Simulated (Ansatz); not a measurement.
Reaction (formal exchange of groups at the Si–O bond): `OCCO[SiH3]` + `C=CCC` → `C=C([SiH3])CC` + `OCCO`

Isolated molecules relaxed with PBE0-D4/def2-TZVP in Ansatz; ΔE leaves out vibrations. CCSD(T)/CBS adds triple-zeta CCSD(T) − MP2 to the extrapolated MP2 energy (def2 sets, frozen cores). This one scheme is used for every species. Functionals use def2-TZVPP. B3LYP here is the variant with VWN-RPA as its local correlation; programs differ in this. One conformer a species, not always the lowest.

`OCCO[SiH3]`:

Z-matrix (Å, degrees):
```
C
C 1 1.508
O 1 1.405 2 111.7
H 1 1.093 2 109.5 3 -118.7
H 1 1.099 2 109.0 3 123.3
O 2 1.417 1 107.8 3 -60.1
H 2 1.098 1 110.0 3 179.2
H 2 1.098 1 109.7 3 59.7
H 3 0.963 1 106.6 2 52.8
Si 6 1.646 2 122.4 1 178.4
H 10 1.489 6 110.7 2 -59.2
H 10 1.480 6 106.3 2 -179.2
H 10 1.489 6 110.6 2 60.9
```

`C=CCC`:

Cartesian coordinates in Å:
```
C 0.651 1.711 -0.787
C 0.777 0.476 -0.322
C -0.281 -0.575 -0.368
C -0.670 -1.071 1.020
H -0.268 2.045 -1.261
H 1.457 2.432 -0.716
H 1.715 0.184 0.150
H -1.161 -0.184 -0.889
H 0.083 -1.424 -0.960
H 0.198 -1.472 1.551
H -1.081 -0.258 1.623
H -1.419 -1.863 0.960
```

`C=C([SiH3])CC`:

Cartesian coordinates in Å:
```
C -0.080 -0.263 1.939
C 0.071 -0.317 0.617
Si -0.824 -1.654 -0.339
C 0.949 0.660 -0.115
C 0.191 1.514 -1.125
H 0.427 0.492 2.538
H -0.707 -0.965 2.480
H 0.137 -2.403 -1.196
H -1.469 -2.590 0.619
H -1.871 -1.094 -1.237
H 1.452 1.305 0.613
H 1.738 0.108 -0.640
H -0.599 2.087 -0.634
H 0.864 2.217 -1.621
H -0.278 0.902 -1.899
```

`OCCO`:

```xyz
10

O    -0.745    1.081   -1.084
C     0.185    0.853   -0.057
C    -0.100   -0.443    0.665
O    -0.112   -1.533   -0.243
H    -0.876    0.233   -1.523
H     1.214    0.833   -0.453
H     0.121    1.694    0.640
H    -1.101   -0.411    1.101
H     0.623   -0.601    1.476
H     0.792   -1.706   -0.521
```

```tsv
level	ΔE (kJ/mol)	difference from CCSD(T)/CBS
PBE-D4	77.8	-13.8
r2SCAN-D4	90.3	-1.3
PBE0-D4	82.8	-8.8
B3LYP-D4	93.3	1.7
ωB97X-V	91.9	0.3
ωB97M-V	91.0	-0.6
B2PLYP	98.1	6.5
PBE	81.6	-10.0
r2SCAN	91.2	-0.4
PBE0	86.1	-5.5
B3LYP	99.5	7.9
HF/def2-TZVPP	116.0	24.4
MP2/def2-TZVPP	92.0	0.4
SCS-MP2/def2-TZVPP	97.0	5.4
CCSD/def2-TZVPP	95.4	3.8
CCSD(T)/def2-TZVPP	91.5	-0.1
HF/def2-QZVPP	117.6	26.0
MP2/def2-QZVPP	92.7	1.1
SCS-MP2/def2-QZVPP	97.5	5.9
HF/CBS(def2)	117.8	26.2
MP2/CBS(def2)	92.2	0.6
CCSD/CBS(def2)	95.5	3.9
CCSD(T)/CBS	91.6	0
```

Largest T1 diagnostic among the species: 0.011.

The D4 term adds −6.2 kJ/mol with B3LYP and −3.3 kJ/mol with PBE0; it sums over pairs of atoms, weighted by their polarisabilities, and B3LYP, whose exchange is more repulsive, gets the larger term. In def2-TZVPP, CCSD(T) changes the Hartree–Fock value by −24.5 kJ/mol (the triples alone add −3.9 kJ/mol) and MP2 by −23.9 kJ/mol.

CCSD(T)/CBS has its own doubt, a few kJ/mol and more with outer-core shells, so smaller differences from it don't rank the levels.
